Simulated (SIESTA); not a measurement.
YN under changes of volume

One of the cells (14.500 Å³/atom); the others are scaled copies at fixed shape and fractional positions:

```
CELL_PARAMETERS angstrom
0.00000 2.43850 2.43850
2.43850 0.00000 2.43850
2.43850 2.43850 0.00000
ATOMIC_POSITIONS crystal
Y 0.00000 0.00000 0.00000
N 0.50000 0.50000 0.50000
```

```yaml
Program: SIESTA 5.4.2
Functional: LDA
Potentials_or_basis: PseudoDojo 0.4 standard (LDA files)
Basis: DZP (energy shift 0.003 Ry; two zetas on semicore shells)
Grid_cutoff: 800 Ry
Energy_shift: 0.003 Ry
k_mesh: 9 × 9 × 9
Occupations: fermi-dirac, width 0.05 eV
Spin: no spin polarisation
```

| volume (Å³/atom) | energy over the lowest point (meV/atom) | pressure (GPa) |
| --- | --- | --- |
| 13.630 | ? | ? |
| 13.920 | 1.99 | 3.1 |
| 14.210 | 0.00 | -0.8 |
| 14.500 | 4.63 | -4.2 |
| 14.790 | 14.97 | -7.2 |
| 15.080 | 30.50 | -10.0 |
| 15.370 | 50.88 | -12.5 |

**Question.** What does the run at 13.630 Å³/atom give?

**Answer.** Energy over the lowest point 11.15 meV/atom; pressure 7.1 GPa.

Worked out: A Birch-Murnaghan fit of order 3 (a polynomial in V^(-2/3)) to the other rows has its minimum at 14.15 Å³/atom with B0 = V·E''(V) = 178 GPa and B' = 4.1. It gives 11.09 meV/atom at 13.630 Å³/atom, against the run's 11.15, and -dE/dV = 7.2 GPa, against 7.1.

Energies are extrapolated to zero smearing.

Caveats: the basis of atomic orbitals isn't converged, which shifts pressures, moduli and gaps.
